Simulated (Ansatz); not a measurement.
# Epitaxial strain in CdF2: moduli and critical thickness

All numbers below come from DFT PBE, scalar-relativistic, plane waves, PAW in Ansatz. (420 eV cutoff, 6×6×4 k-mesh, Gaussian smearing of 0.02 eV, no spin polarisation)

The relaxed crystal:

```
CELL_PARAMETERS angstrom
2.74074 2.74074 0.00000
-2.74074 2.74074 0.00000
0.00000 0.00000 5.48148
ATOMIC_POSITIONS crystal
Cd 0.00000 0.00000 0.00000
Cd 0.50000 0.50000 0.50000
F 0.00000 0.50000 0.75000
F 0.50000 0.00000 0.75000
F 0.50000 0.00000 0.25000
F 0.00000 0.50000 0.25000
```

The a-b plane is strained alike in both directions, as on a substrate, while c and the atoms relax within the symmetry that the strain leaves. Stress is positive in compression; energies are free energies at the smearing used, per atom.

| strain (%) | c (Å) | σ in plane (GPa) | ΔE (meV/atom) |
| --- | --- | --- | --- |
| -6.0 | 5.7529 | 12.31 | 60.04 |
| -4.0 | 5.6549 | 7.86 | 26.03 |
| -2.0 | 5.5640 | 3.77 | 6.36 |
| +0.0 | 5.4815 | 0.00 | 0.00 |
| +2.0 | 5.4084 | -3.45 | 6.00 |
| +4.0 | 5.3456 | -6.58 | 23.50 |
| +6.0 | 5.2920 | -9.37 | 51.46 |

Question: Get the biaxial modulus twice, from the stresses and from the energies of the innermost pair.

Answer: From stress: M = −Δσ/Δε = (3.77 − (-3.45)) / 0.040 = 181 GPa. Two in-plane directions each store σε/2, so the energy density is Mε²: M = (mean ΔE)/(V ε²) = 6.18 meV / (13.725 Å³ × 0.020²) × 0.16022 GPa Å³/meV = 180 GPa. The two agree.

Question: How well does Mε², with M from the stresses, predict the outermost points?

Answer: 55.7 meV predicted against 60.0 computed at -6.0 %; 55.7 meV predicted against 51.5 computed at +6.0 %. Compression costs more than stretching, the usual sign of bonds that stiffen as they shorten.

Question: How does c respond, and up to what thickness can a film with 1 % or 2 % misfit stay coherent on a thick substrate?

Answer: c answers with ε_c = −0.71 ε. In an isotropic solid that ratio is 2ν/(1 − ν), so ν = r/(2 + r) = 0.26. A film of thickness h stores Mε²h per area, 18.1 mJ/m² per nm at 1 %. The Matthews–Blakeslee balance for pure edge misfit dislocations, h = b/(8πf(1 + ν)) × (ln(h/b) + 1), with b taken as the in-plane vector a = 3.88 Å, solved by iteration, gives 4.1 nm at f = 1 % and 1.4 nm at 2 %. This is an isotropic estimate in which the moduli cancel; the real Burgers vector, glide system, anisotropy and slow kinetics can shift it by a factor of a few, mostly upward.